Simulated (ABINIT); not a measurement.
Crystal: HfN.

```
CELL_PARAMETERS angstrom
0.00000 2.45482 2.45482
2.45482 0.00000 2.45482
2.45482 2.45482 0.00000
ATOMIC_POSITIONS crystal
Hf 0.00000 0.00000 0.00000
N 0.25000 0.25000 0.25000
```

The cell comes from a database or a generator and needn't be the stable form of this composition.

Base run:

```yaml
Program: ABINIT 10.8.3 (patched build)
Functional: revPBE
Potentials_or_basis: JTH PAW PBE v2.0
Cutoff: 844 eV
k_mesh: 9 × 9 × 9
Occupations: fermi-dirac, width 0.05 eV
Spin: no spin polarisation
```

Its results: band gap on the k mesh none (metal or under the smearing width); pressure 2.8 GPa.

Question: The run is repeated on the same cell with these changes: functional from revPBE to WC. What comes out?

Answer: Band gap on the k mesh none (metal or under the smearing width); pressure -4.9 GPa.

WC binds more tightly than revPBE, so the same cell stands under less pressure.

Caveats: the PAW data sets were made with another functional, which shifts forces and pressure a little.
